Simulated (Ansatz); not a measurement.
**The valence band of KZnF3 as photoemission sees it**

What would valence photoemission of KZnF3 look like, and what sets its shape?

Method: DFT, PBE, plane-wave PAW, default files, scalar-relativistic, in the first sound run; inputs show where later runs differ, in Ansatz 0.2.0.

## (1) The starting structure

It takes space group Pm-3m (No. 221, cubic). The conventional cell has a = 4.050 Å, b = 4.050 Å, c = 4.050 Å, α = 90.00°, β = 90.00°, γ = 90.00°. Nearest to Zn lie 6 F at 2.02 Å. Nearest to K lie 12 F at 2.86 Å. F has 2 Zn at 2.02 Å and 4 K at 2.86 Å nearest. Farther neighbours and most contacts between anions are not listed.

## (2) The base run

First the ground state, then the DOS by atom and shell, which the cross sections turn into spectra. The DOS is taken on a denser mesh than the density.

Contents of input.yaml:

```yaml
crystal:
  lattice:
    - [4.05, 0.0, 0.0]
    - [0.0, 4.05, 0.0]
    - [0.0, 0.0, 4.05]
  atoms:
    - { symbol: Zn, position: [0.5, 0.5, 0.5] }
    - { symbol: K, position: [0.0, 0.0, 0.0] }
    - { symbol: F, position: [0.5, 0.0, 0.5] }
    - { symbol: F, position: [0.0, 0.5, 0.5] }
    - { symbol: F, position: [0.5, 0.5, 0.0] }
kpoints:
  mp_grid: { grid: [6, 6, 6] }
  band_path:
    path:
      - [[0.0, 0.0, 0.0], [0.0, 0.5, 0.0], [0.5, 0.5, 0.0], [0.0, 0.0, 0.0], [0.5, 0.5, 0.5], [0.0, 0.5, 0.0]]
      - [[0.5, 0.5, 0.5], [0.5, 0.5, 0.0]]
    npoints: 15
scf:
  occupations: { method: fermi_dirac, width: 0.02 }
  n_extra_bands: 14
hamiltonian:
  xc: pbe
  pseudopotentials: { kind: paw }
output:
  forces: true
  stress: true
  dos:
    projected: true
    de: 0.05
    e_range: [-36, 12]
    nscf_kmesh: { grid: [12, 12, 12] }
  fatbands: true
```

On the command line:

```sh
$ ansatz run input.yaml --threads 2 --pin off --max-ram 4096MiB --backend cpu --events-out ev --progress --plain --runs-dir out
```

Numbers of over 12 decimals in the logs are rounded to 6 here.

The log of the run:

```text
scf.n_extra_bands = 14 over 21 filled bands (N_el = 42.0): the run solves 35 bands
Engine: ansatz 0.2.0, x86_64-unknown-linux-gnu
Pseudopotentials: kind: paw
Pseudopotential: Zn, paw, valence charge 12, recommended cutoff 420 eV (normal), Zn.paw.azcp
Pseudopotential: K, paw, valence charge 9, recommended cutoff 420 eV (normal), K.paw.azcp
Pseudopotential: F, paw, valence charge 7, recommended cutoff 420 eV (normal), F.paw.azcp
Functional definition: PBE
  parameter kappa = 0.804
  parameter beta = 0.066725
  exchange = pbe_x(kappa = kappa, mu = beta*pi^2/3)
  correlation = pbe_c(beta = beta)
Crystal: 5 atoms, lattice volume = 66.430 Å³
Basis set: ecut = 420 eV, 1309 PW (Γ), exchange–correlation on 60×60×60 points (8 copies of the dense FFT grid, shifted against one another)
Bands: 35, of which v1, the nominal top of the filled ones, is band 21 counted from 1 (20 counted from 0)
Symmetry: 48 space group operations
Space group: Pm-3m (ITA 221), of the structure as read, at distance tolerance 4.1e-5 Å
k-points: 20 of 216
Non-local potential: Zn, projectors of the file, l = 0: 2, l = 1: 2, l = 2: 3, l = 3: 1
Non-local potential: K, projectors of the file, l = 0: 3, l = 1: 2, l = 2: 2
Non-local potential: F, projectors of the file, l = 0: 2, l = 1: 2, l = 2: 1
PAW form: soft (Blöchl's): semilocal exchange-correlation on the pseudo side does not see the compensation charge
PAW one-centre angular grid: Zn, 590 points (default); XC on 64 Gauss nodes
PAW one-centre angular grid: K, 110 points (default); XC on 64 Gauss nodes
PAW one-centre angular grid: F, 110 points (default); XC on 64 Gauss nodes
Initial density: superposition of atomic densities (neutral atoms: chi_scale 0, normalization atom), corrected by the library's trained network
Initial wavefunctions: pseudopotential atomic-orbital guess
Functional: x = pbe(κ = 0.804, μ = 0.219515), c = pbe(β = 0.066725)
SCF iter   1: F=—  HF=-7286.256981 eV  |F-HF|=—  |Δ(HF+E_count)|=         —  Δρ=5.63e-4  dr2=6.31e-5  ethr=1.77e-3  ⟨swp⟩=6.0  Hψ=3470  notcnv=0  defer=29
preconditioner: auto → Resta (q_TF=auto, 2.528 Å⁻¹)  ε∞=3.1  [insulator: Δε(μ)=3.853 eV  Ē_g=20.621 eV  σ=0.020 eV  W_gap=1.00  n_scr=18 (ndim 8)  ℏωp=29.5 eV  f_vac=0.047  D(μ)=0.00/eV (n_scr^D=0)  ε∞_Penn≈3.1]
SCF iter   2: F=—  HF=-7286.257515 eV  |F-HF|=—  |Δ(HF+E_count)|=   5.34e-4  Δρ=4.63e-4  dr2=1.16e-4  ethr=1.50e-7  ⟨swp⟩=2.2  Hψ=1355  notcnv=0  defer=111
SCF iter   3: F=—  HF=-7286.257575 eV  |F-HF|=—  |Δ(HF+E_count)|=   5.95e-5  Δρ=1.86e-4  dr2=1.80e-5  ethr=1.50e-7  ⟨swp⟩=2.0  Hψ=951  notcnv=0  defer=111
SCF iter   4: F=—  HF=-7286.257620 eV  |F-HF|=—  |Δ(HF+E_count)|=   4.47e-5  Δρ=1.34e-4  dr2=6.66e-6  ethr=4.29e-8  ⟨swp⟩=2.0  Hψ=885  notcnv=0  defer=111
SCF iter   5: F=—  HF=-7286.257620 eV  |F-HF|=—  |Δ(HF+E_count)|=   6.98e-7  Δρ=3.52e-5  dr2=6.69e-7  ethr=1.58e-8  ⟨swp⟩=2.0  Hψ=837  notcnv=0  defer=111
SCF iter   6: F=-7286.257620 eV  HF=-7286.257620 eV  |F-HF|=6.20e-8  |Δ(HF+E_count)|=   2.48e-7  Δρ=1.28e-5  dr2=6.85e-8  ethr=2.38e-10  ⟨swp⟩=8.2  Hψ=3479  notcnv=0
SCF 1 converged in 6 iterations: F = -7286.257620 eV  dr2 = 6.85e-8
  greatest PAW one-centre occupation: 0.994 electrons in one spin orbital (limit 2), on the Zn atom at site 0 (counted from 0), in its partial waves of l = 2
NSCF: frozen V_eff on 92 k-points
NSCF: frozen V_eff on 84 k-points
SCF converged after 6 iterations
Free energy (F): -7286.257620 eV
Harris-Foulkes:  -7286.257620 eV  (|F-HF|=6.20e-8)
Internal energy: -7286.257620 eV  (E = F + TS)
E sigma→0 (E₀):  -7286.257620 eV
Fermi energy:    6.179783 eV
--- Per-component energies (eV) ---
  E_band       = -149.178411
  E_kinetic    = 1007.002858
  E_local      = -4054.974925  (includes V_loc(G=0)·N_el)
  E_nonlocal   = 857.948244
  E_hartree    = 1602.091140
  E_xc         = -511.252402
  E_vxc        = -523.237825  (∫ρ·V_xc dr)
  E_paw        = -3220.934156  (= ΣΔE_a)
  E_vpaw       = -640.105506  (= ΣTr[D̂ρ^β])
  E_aug_tail   = 0.005808  (compensation charges beyond the density's cutoff)
  E_ewald      = -2966.144187
  E_smearing   = -0.000000  (= −TS)
  E_closure    = 0.000000  (closes the sum)
  Σ components = -7286.257620   (vs F -7286.257620, Δ=0.00e0)
--- Forces (eV/Å), atoms counted from 1 ---
  atom   1  Zn     0.00000000    -0.00000000     0.00000000
  atom   2  K     -0.00000000    -0.00000000    -0.00000000
  atom   3  F      0.00000000    -0.00000000    -0.00000000
  atom   4  F      0.00000000     0.00000000    -0.00000000
  atom   5  F      0.00000000    -0.00000000     0.00000000
  max |Σ_I F_I| component: 7.43e-29 eV/Å
--- Stress (GPa, compression-positive) ---
        4.553769       0.000000       0.000000
        0.000000       4.553769       0.000000
       -0.000000       0.000000       4.553769
  P = ⅓ Tr σ = 4.5538 GPa (45.538 kbar)
--- Band table (eV; the first three rows and the last of 20) ---
  k-point 0: bands = [... 17 lower, 2.1864, 2.3941, 2.3941, 2.3941, 8.0833, 12.9606, 12.9606, 13.6841, ... 10 higher]
  k-point 1: bands = [... 17 lower, 2.2193, 2.3841, 2.4106, 2.4106, 8.6193, 13.1570, 13.1819, 13.9586, ... 10 higher]
  k-point 2: bands = [... 17 lower, 2.2304, 2.4861, 2.4861, 2.5324, 9.8897, 13.0574, 13.6496, 15.0447, ... 10 higher]
  k-point 19: bands = [... 17 lower, 2.7623, 2.7623, 4.2208, 4.2208, 12.7008, 12.7008, 12.7008, 14.5026, ... 10 higher]
```

Wall time 8.6 s (2 threads of Intel Xeon Platinum 8488C (Sapphire Rapids), shared host); peak memory 0.4 GiB.

Reading the cycles: dr2 is the Hartree energy of the density residual (eV), the measure of convergence; HF is the Harris–Foulkes estimate of the energy, which meets the free energy F at convergence.

This step gave:

```
free energy                                    : -7286.2576 eV
Fermi energy                                   : 6.180 eV
symmetry operations                            : 48
pressure                                       : 4.554 GPa
gap on the k-mesh                              : 3.862 eV
zero of energy                                 : valence-band maximum
share of occupied states in no projected shell : 0.0043 of the occupied states in the window
gap on the path                                : 3.862 eV
least direct gap on the path                   : 5.689 eV
valence top on path                            : 0 eV
```

The electronic bands at the labelled points (eV, zero at the valence-band maximum; v1 is the highest filled band, c1 the lowest empty one):

| point | v4 | v3 | v2 | v1 | c1 |
| --- | --- | --- | --- | --- | --- |
| Γ | -2.03 | -1.83 | -1.83 | -1.83 | 3.86 |
| 0.47 of the way | -1.99 | -1.80 | -1.78 | -1.78 | 4.86 |
| X | -2.00 | -1.69 | -1.69 | -1.58 | 6.62 |
| 0.47 of the way | -1.89 | -1.73 | -1.65 | -0.71 | 7.13 |
| M | -1.78 | -1.78 | -1.48 | 0.00 | 8.09 |
| 0.47 of the way | -1.88 | -1.82 | -1.79 | -0.92 | 6.03 |
| Γ | -2.03 | -1.83 | -1.83 | -1.83 | 3.86 |
| 0.47 of the way | -1.99 | -1.78 | -1.14 | -1.14 | 6.21 |
| R | -1.46 | -1.46 | 0.00 | 0.00 | 8.48 |
| 0.53 of the way | -1.72 | -1.61 | -1.22 | -0.58 | 7.47 |
| X | -2.00 | -1.69 | -1.69 | -1.58 | 6.62 |
| jump to R | -1.46 | -1.46 | 0.00 | 0.00 | 8.48 |
| 0.53 of the way | -1.70 | -1.47 | -1.05 | 0.00 | 8.23 |
| M | -1.78 | -1.78 | -1.48 | 0.00 | 8.09 |

Of the projections kept (Zn s, Zn d, K s, K p, F s, F p, not projected), the largest for each band there; the rest of the weight can lie on other orbitals:

| point | v4 | v3 | v2 | v1 | c1 |
| --- | --- | --- | --- | --- | --- |
| Γ | F p 1.00 | F p 0.99 | F p 0.99 | F p 0.99 | Zn s 0.48 |
| X | F p 0.99 | F p 0.77 | F p 0.77 | Zn d 0.57 | Zn s 0.74 |
| M | F p 0.75 | F p 0.75 | F p 1.00 | F p 0.59 | Zn s 0.67 |
| Γ | F p 1.00 | F p 0.99 | F p 0.99 | F p 0.99 | Zn s 0.48 |
| R | F p 1.00 | F p 1.00 | F p 0.59 | F p 0.59 | not projected 1.00 |
| X | F p 0.99 | F p 0.77 | F p 0.77 | Zn d 0.57 | Zn s 0.74 |

The DOS has structure finer than the step of the table below, so its rows give means over 1 eV, whole bins alone (the curve runs from -28.5 to 13.9 eV). Peaks (eV: height): total -27.0: 20, -21.0: 20.0, -10.5: 34.3, -1.7: 17.5; F 2p -4.1: 5.69, -2.1: 13.1, -1.7: 15.0; Zn 3d -5.2: 2.67, -3.9: 6.80, -2.0: 4.13; K 3p -10.5: 33.9; Zn 4s -21.4: 0.486, -5.5: 0.342, 6.7: 0.483, 10.8: 0.227.

* holds the states left over by the projection beside any projected weight of its own, shared among the starred shells. The DOS by E, zero at the valence-band maximum; means over each step; 7 of 10 lines; values in states/eV/cell:

| E (eV) | total | F 2p | Zn 3d | K 3p | Zn 4s | K 4p* | K 4s |
| --- | --- | --- | --- | --- | --- | --- | --- |
| -28 | 0 | 0 | 0 | 0 | 0 | 0 | 0 |
| -27 | 2.00 | 0.00273 | 9.1e-5 | 0 | 0.00239 | 0 | 0.0130 |
| -26 | 0 | 0 | 0 | 0 | 0 | 0 | 0 |
| -25 | 0 | 0 | 0 | 0 | 0 | 0 | 0 |
| -24 | 0 | 0 | 0 | 0 | 0 | 0 | 0 |
| -23 | 0 | 0 | 0 | 0 | 0 | 0 | 0 |
| -22 | 0.169 | 2.8e-5 | 1.2e-4 | 1.3e-4 | 0.0127 | 0 | 0.0185 |
| -21 | 5.83 | 0.00455 | 0.0384 | 0.00621 | 0.117 | 0 | 0.0860 |
| -20 | 0 | 0 | 0 | 0 | 0 | 0 | 0 |
| -19 | 0 | 0 | 0 | 0 | 0 | 0 | 0 |
| -18 | 0 | 0 | 0 | 0 | 0 | 0 | 0 |
| -17 | 0 | 0 | 0 | 0 | 0 | 0 | 0 |
| -16 | 0 | 0 | 0 | 0 | 0 | 0 | 0 |
| -15 | 0 | 0 | 0 | 0 | 0 | 0 | 0 |
| -14 | 0 | 0 | 0 | 0 | 0 | 0 | 0 |
| -13 | 0 | 0 | 0 | 0 | 0 | 0 | 0 |
| -12 | 0 | 0 | 0 | 0 | 0 | 0 | 0 |
| -11 | 4.40 | 0.0568 | 0.00315 | 4.33 | 0.00287 | 2.2e-4 | 0.00451 |
| -10 | 1.60 | 0.0130 | 7.5e-4 | 1.58 | 0.00106 | 8.3e-5 | 0.00265 |
| -9 | 0 | 0 | 0 | 0 | 0 | 0 | 0 |
| -8 | 0 | 0 | 0 | 0 | 0 | 0 | 0 |
| -7 | 0 | 0 | 0 | 0 | 0 | 0 | 0 |
| -6 | 0.997 | 0.669 | 0.171 | 0 | 0.147 | 0.00244 | 1.3e-4 |
| -5 | 3.24 | 1.79 | 1.33 | 0 | 0.0928 | 0.0137 | 0.00139 |
| -4 | 7.36 | 2.98 | 4.25 | 0 | 0.0180 | 0.0538 | 0.0229 |
| -3 | 2.04 | 0.853 | 1.11 | 0 | 0.00598 | 0.0111 | 0.0275 |
| -2 | 11.7 | 9.31 | 2.12 | 0 | 0.0343 | 0.0775 | 0.0469 |
| -1 | 1.96 | 1.26 | 0.660 | 0 | 0.0177 | 0.00748 | 6.9e-4 |
| 0 | 0.753 | 0.440 | 0.306 | 0 | 0.00115 | 0.00234 | 3.0e-6 |
| 1 | 0 | 0 | 0 | 0 | 0 | 0 | 0 |
| 2 | 0 | 0 | 0 | 0 | 0 | 0 | 0 |
| 3 | 0 | 0 | 0 | 0 | 0 | 0 | 0 |
| 4 | 0.0456 | 0.00193 | 1.2e-5 | 0 | 0.0211 | 3.6e-4 | 0.0132 |
| 5 | 0.209 | 0.0203 | 2.7e-4 | 0 | 0.0959 | 0.00306 | 0.0554 |
| 6 | 0.435 | 0.0605 | 0.00130 | 0 | 0.220 | 0.00820 | 0.0918 |
| 7 | 0.775 | 0.124 | 0.00263 | 0 | 0.466 | 0.0227 | 0.0886 |
| 8 | 0.552 | 0.0794 | 9.4e-4 | 0 | 0.290 | 0.0630 | 0.0404 |
| 9 | 2.17 | 0.0658 | 3.4e-4 | 0 | 0.120 | 0.669 | 0.629 |
| 10 | 2.40 | 0.0403 | 3.7e-4 | 0 | 0.123 | 0.974 | 0.278 |
| 11 | 5.69 | 0.0940 | 8.3e-4 | 0 | 0.161 | 2.57 | 0.285 |
| 12 | 1.84 | 0.0238 | 5.8e-4 | 0 | 0.0235 | 0.838 | 0.115 |
| 13 | 2.38 | 0.0162 | 1.8e-4 | 0 | 0.00218 | 1.14 | 0.0677 |

Simulated valence spectra by photon energy, shown to 13 eV, since a deeper line would dwarf them at some energies; the 100 % can be that line's tail at the edge; this run's widths, added to any smearing of the DOS itself: Gaussian 0.3 eV, Lorentzian 0.1 eV plus 0.03 an eV of depth. The intensity by binding energy, zero at the valence-band maximum; values in % of the maximum within 13 eV:

| binding energy (eV) | 21.2 eV | 100 eV | 1486.7 eV | 5414.7 eV |
| --- | --- | --- | --- | --- |
| -1.0 | 0.477 | 0.583 | 0.576 | 0.459 |
| -0.5 | 0.794 | 0.966 | 0.910 | 0.635 |
| 0.0 | 5.10 | 6.58 | 6.27 | 3.15 |
| 0.5 | 10.4 | 13.5 | 13.0 | 6.77 |
| 1.0 | 13.5 | 16.4 | 14.6 | 8.36 |
| 1.5 | 54.0 | 51.9 | 27.7 | 14.9 |
| 2.0 | 97.6 | 99.1 | 61.5 | 32.1 |
| 2.5 | 36.8 | 41.3 | 32.3 | 18.6 |
| 3.0 | 9.20 | 15.8 | 20.1 | 10.7 |
| 3.5 | 13.3 | 33.0 | 50.0 | 23.4 |
| 4.0 | 36.0 | 62.6 | 78.4 | 37.1 |
| 4.5 | 26.0 | 36.1 | 37.6 | 20.0 |
| 5.0 | 18.7 | 26.6 | 28.9 | 17.7 |
| 5.5 | 14.9 | 18.4 | 18.4 | 18.7 |
| 6.0 | 5.89 | 6.41 | 5.84 | 8.82 |
| 6.5 | 1.32 | 1.70 | 2.00 | 2.26 |
| 7.0 | 0.639 | 0.950 | 1.41 | 1.49 |
| 7.5 | 0.413 | 0.707 | 1.30 | 1.41 |
| 8.0 | 0.297 | 0.621 | 1.43 | 1.57 |
| 8.5 | 0.227 | 0.641 | 1.82 | 2.00 |
| 9.0 | 0.181 | 0.815 | 2.78 | 3.00 |
| 9.5 | - | 1.42 | 5.57 | 5.81 |
| 10.0 | - | 4.62 | 19.5 | 19.7 |
| 10.5 | - | 22.6 | 97.2 | 97.2 |
| 11.0 | - | 6.60 | 28.1 | 28.4 |
| 11.5 | - | 1.62 | 6.70 | 7.10 |
| 12.0 | - | 0.767 | 3.09 | 3.55 |
| 12.5 | - | 0.484 | 1.91 | 2.43 |

Maxima picked by a test of local sharpness, so broad peaks and shoulders can be missing; peaks within 0.45 eV of a curve's cut are left out. Valence peaks, by row:

| photon energy (eV) | binding energy (eV) | height (% of the maximum within 13 eV) | main shell | its share (%) |
| --- | --- | --- | --- | --- |
| 21.2 | 4.133 | 38.75 | F 2p | 86.92 |
| 21.2 | 1.883 | 100 | F 2p | 96.74 |
| 100 | 27.03 | 4.83 | K 3s | 96.78 |
| 100 | 21.08 | 24.8 | F 2s | 98.36 |
| 100 | 10.53 | 23.24 | K 3p | 96.02 |
| 100 | 5.033 | 26.68 | F 2p | 50.13 |
| 100 | 4.033 | 62.88 | Zn 3d | 59.53 |
| 100 | 1.933 | 100 | F 2p | 77.29 |
| 1487 | 27.03 | 58.48 | K 3s | 98.75 |
| 1487 | 21.08 | 134 | F 2s | 98.68 |
| 1487 | 10.53 | 100 | K 3p | 98.88 |
| 1487 | 5.083 | 29.17 | Zn 3d | 85.61 |
| 1487 | 3.933 | 80.43 | Zn 3d | 93.53 |
| 1487 | 2.033 | 61.94 | Zn 3d | 72.7 |
| 5415 | 27.03 | 234.4 | K 3s | 99.28 |
| 5415 | 21.08 | 303.4 | F 2s | 98.04 |
| 5415 | 10.53 | 100 | K 3p | 97.8 |
| 5415 | 5.433 | 18.79 | Zn 4s | 50 |
| 5415 | 5.233 | 18.78 | Zn 3d | 53.31 |
| 5415 | 3.933 | 37.86 | Zn 3d | 88.64 |
| 5415 | 2.033 | 32.63 | Zn 3d | 61.57 |

The intensity has structure finer than the step of the table below, so its rows give means over 1 eV, whole bins alone (the curve runs from -28.5 to 1.39 eV). Peaks (eV: height): Zn L-alpha -3.9: 100.0; F K -4.2: 35.9, -1.9: 99.9.

Shapes are the site's partial DOS without matrix elements, which overweights lines from ligand s bands. Intensity against emission energy less the core level's binding energy, zero at the valence-band maximum; means over each step; values in % of the unpolarised maximum:

| emission energy less the core level's binding energy (eV) | Zn L-alpha | F K |
| --- | --- | --- |
| -28 | 0.0797 | 0.0243 |
| -27 | 0.0888 | 0.0348 |
| -26 | 0.0992 | 0.0271 |
| -25 | 0.114 | 0.0247 |
| -24 | 0.139 | 0.0265 |
| -23 | 0.195 | 0.0305 |
| -22 | 0.396 | 0.0435 |
| -21 | 0.674 | 0.0625 |
| -20 | 0.407 | 0.0473 |
| -19 | 0.257 | 0.0457 |
| -18 | 0.243 | 0.0508 |
| -17 | 0.261 | 0.0583 |
| -16 | 0.296 | 0.0681 |
| -15 | 0.346 | 0.0812 |
| -14 | 0.414 | 0.0995 |
| -13 | 0.509 | 0.128 |
| -12 | 0.648 | 0.198 |
| -11 | 0.880 | 0.600 |
| -10 | 1.17 | 0.591 |
| -9 | 1.65 | 0.411 |
| -8 | 2.67 | 0.629 |
| -7 | 5.50 | 1.64 |
| -6 | 18.5 | 9.98 |
| -5 | 53.2 | 24.8 |
| -4 | 92.9 | 31.0 |
| -3 | 66.6 | 28.3 |
| -2 | 58.2 | 86.4 |
| -1 | 32.8 | 34.3 |
| 0 | 14.7 | 7.97 |

Window up to 13.9 eV. Shell moments, by row:

| element | shell | occupied states an atom | centre of occupied part (eV) | rms width of occupied part (eV) | centre up to the window's top (eV) | rms width up to the window's top (eV) |
| --- | --- | --- | --- | --- | --- | --- |
| Zn | 4s | 0.4527 | -9.662 | 7.686 | 3.789 | 8.351 |
| Zn | 3d | 9.988 | -3.36 | 1.718 | -3.351 | 1.747 |
| K | 3s | 1.98 | -27.03 | 0.01548 | -27.03 | 0.01548 |
| K | 4s | 0.2241 | -13.1 | 9.502 | 6.767 | 8.16 |
| K | 3p | 5.908 | -10.56 | 0.3536 | -10.56 | 0.3536 |
| K | 4p* | 0.1687 | -2.971 | 1.278 | 10.89 | 2.594 |
| F | 2s | 1.936 | -20.84 | 2.239 | -19.98 | 5.28 |
| F | 2p | 5.791 | -2.747 | 1.532 | -2.408 | 2.481 |
| Zn | 4p* | 0.08993 | -2.859 | 1.409 | 11.06 | 2.112 |

Recipe: projected DOS times atomic cross section and asymmetry factor (linear light, 0° from the polarisation), occupied states only, Fermi edge at 300 K, a Lorentzian width of 0.1 eV growing by 0.03 eV per eV of binding energy, and a resolution of 0.3 eV. Curves are cut 10 eV under the photon energy, above any shell that the free atom's threshold puts out of reach, or at the lower edge of the window: 9.5 eV at 21.2 eV, 28.5 eV at 100 eV, 28.5 eV at 1486.7 eV and 28.5 eV at 5414.7 eV. A star in tables and legends marks shells that hold the states left over by the projection (0.4 % of the filled ones), a stand-in for orbitals that the files don't project on. Matrix elements of the solid and inelastic losses aren't modelled, nor non-dipole terms, which matter above 3 keV.

How the area divides among the shells (%):

| shell | 21.2 eV | 100 eV | 1486.7 eV | 5414.7 eV |
| --- | --- | --- | --- | --- |
| Zn 4s | 0.0 | 0.1 | 0.7 | 2.4 |
| Zn 3d | 7.5 | 31.6 | 30.2 | 7.8 |
| K 3s | 0.0 | 2.5 | 15.6 | 36.2 |
| K 3p | 0.0 | 6.7 | 15.0 | 8.6 |
| F 2s | 0.0 | 12.3 | 33.5 | 43.5 |
| F 2p | 92.4 | 46.7 | 4.8 | 1.3 |

At this lattice the functional leaves a pressure of 4.6 GPa, which widens the bands against the functional's own equilibrium.

[end of part 1 of 3]

[Logs are printed without paths, hosts, clocks, repeated set-up lines and the standing remarks that a program may print on its own settings, such as how far it seeks lower states.]

[Hosts, paths, dates, database ids (printed as entryN), source tags and the programs' standing remarks are cut or masked in the printed files.]

[Maps of the electrostatic potential energy from Ansatz leave out the sawtooth potential of an applied field or a dipole correction, so their vacuum need not be flat; work functions include it.]

[Peak lists hold at most the 14 tallest peaks of each spectrum; further lines can be left out.]
